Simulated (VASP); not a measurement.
# InP: excitons of finite momentum

InP, F-43m (no. 216), 2 atoms in the cell. PBE, G0W0 and BSE; PAW potentials In_d_GW, P_GW (PBE set).

GW step before the BSE: G0W0.

## Input

INCAR.step1:
```
EDIFF = 1E-8
ENCUT = 280
ISMEAR = 0
KPAR = 4
LASPH = True
LCHARG = False
LWAVE = True
PREC = Accurate
SIGMA = 0.02
```

INCAR.step2:
```
ALGO = Exact
EDIFF = 1E-7
ENCUT = 280
ISMEAR = 0
ISTART = 1
KPAR = 4
LASPH = True
LCHARG = False
LOPTICS = True
LWAVE = True
NBANDS = 69
NEDOS = 2000
NELM = 1
PREC = Accurate
SIGMA = 0.02
```

INCAR.step3:
```
ALGO = EVGW0
ENCUT = 280
ENCUTGW = 120
ISMEAR = 0
ISTART = 1
KPAR = 4
LASPH = True
LCHARG = False
LWAVE = True
NBANDS = 69
NBANDSGW = 25
NELMGW = 1
NOMEGA = 96
OMEGAMAX = 30
PREC = Accurate
PRECFOCK = Fast
SIGMA = 0.02
```

INCAR.step4:
```
ALGO = BSE
ANTIRES = 2
CSHIFT = 0.15
ENCUT = 280
ENCUTGW = 120
IBSE = 2
ISMEAR = 0
ISTART = 1
KPAR = 4
KPOINT_BSE = 1
LASPH = True
LCHARG = False
LWAVE = False
NBANDS = 69
NBANDSO = 4
NBANDSV = 4
NBSEEIG = 4
NOMEGA = 1000
OMEGAMAX = 25
PREC = Accurate
PRECFOCK = Fast
SIGMA = 0.02
```

INCAR.step5, as INCAR.step4 but for:
```
- KPOINT_BSE = 1
+ KPOINT_BSE = 2
```

INCAR.step6 to INCAR.step11 change the same tag again: KPOINT_BSE = 3, 4, 5, 6, 7, 8.

KPOINTS:
```
k-points
0
Gamma
  4 4 4
```

POSCAR:
```
InP
1.0
    0.0000000000      2.9305000000      2.9305000000
    2.9305000000      0.0000000000      2.9305000000
    2.9305000000      2.9305000000      0.0000000000
In P
1 1
Direct
    0.0000000000      0.0000000000      0.0000000000
    0.7500000000      0.7500000000      0.7500000000
```

Commands (each step's output is kept before the next begins):
```
cat potpaw_PBE.64/In_d_GW/POTCAR potpaw_PBE.64/P_GW/POTCAR > POTCAR
cp INCAR.step1 INCAR
mpirun -np 4 vasp_std > vasp.out
cp INCAR.step2 INCAR
mpirun -np 4 vasp_std > vasp.out
cp INCAR.step3 INCAR
mpirun -np 4 vasp_std > vasp.out
cp INCAR.step4 INCAR
mpirun -np 4 vasp_std > vasp.out
cp INCAR.step5 INCAR
mpirun -np 4 vasp_std > vasp.out
cp INCAR.step6 INCAR
mpirun -np 4 vasp_std > vasp.out
cp INCAR.step7 INCAR
mpirun -np 4 vasp_std > vasp.out
cp INCAR.step8 INCAR
mpirun -np 4 vasp_std > vasp.out
cp INCAR.step9 INCAR
mpirun -np 4 vasp_std > vasp.out
cp INCAR.step10 INCAR
mpirun -np 4 vasp_std > vasp.out
cp INCAR.step11 INCAR
mpirun -np 4 vasp_std > vasp.out
```

## Result

- Direct quasiparticle gap on the mesh (eV): 1.25
- Direct Kohn-Sham gap on the mesh (eV): 0.69

One ground state, settings moved in the last step alone:

| Settings | q (reciprocal lattice) | ε at zero frequency | First excitation (eV) | First bright (eV) | Time (s) |
|---|---|---|---|---|---|
| q point 1 | 0.000 0.000 0.000 | 34.09 | 1.187 | 1.187 | 15 |
| q point 2 | 0.250 0.000 0.000 | 4.94 | 1.787 | 2.275 | 19 |
| q point 3 | 0.500 0.000 0.000 | 2.34 | 1.933 | 1.960 | 22 |
| q point 4 | 0.250 0.250 0.000 | 5.06 | 2.692 | 2.810 | 15 |
| q point 5 | 0.500 0.250 0.000 | 2.95 | 2.504 | 2.525 | 14 |
| q point 6 | -0.250 0.250 0.000 | 3.53 | 2.292 | 2.864 | 17 |
| q point 7 | 0.500 0.500 0.000 | 2.30 | 1.910 | 1.929 | 17 |
| q point 8 | -0.250 0.500 0.250 | 2.10 | 3.058 | 3.058 | 19 |

Make-up of the lowest excitation, one of several of nearly equal energy, so its shares depend on the choice among them:

| k point | From band | To band | Share |
|---|---|---|---|
| 0.000 0.000 0.000 | 7 | 10 | 0.67 |
| 0.000 0.000 0.000 | 8 | 10 | 0.33 |
| 0.250 0.250 0.250 | 9 | 10 | 0.00 |
| -0.250 -0.250 -0.250 | 9 | 10 | 0.00 |
| 0.000 0.250 0.000 | 8 | 10 | 0.00 |
| 0.000 -0.250 0.000 | 8 | 10 | 0.00 |

Limits: The 4×4×4 mesh is coarse for a spectrum: peaks stand apart that a denser mesh merges, and ε at zero frequency can be far too high; spin-orbit coupling is left out, which can matter with atoms this heavy; bands, mesh and cutoff of the G0W0 step are small, so absolute energies aren't converged; the pairs hold 4 valence and 4 conduction bands, and what lies beyond is missing from ε.

VASP 6.6.1 took 202 s on 4 cores (Intel Xeon Platinum 8259CL @ 2.50GHz (Skylake/Cascade Lake)), a shared host.
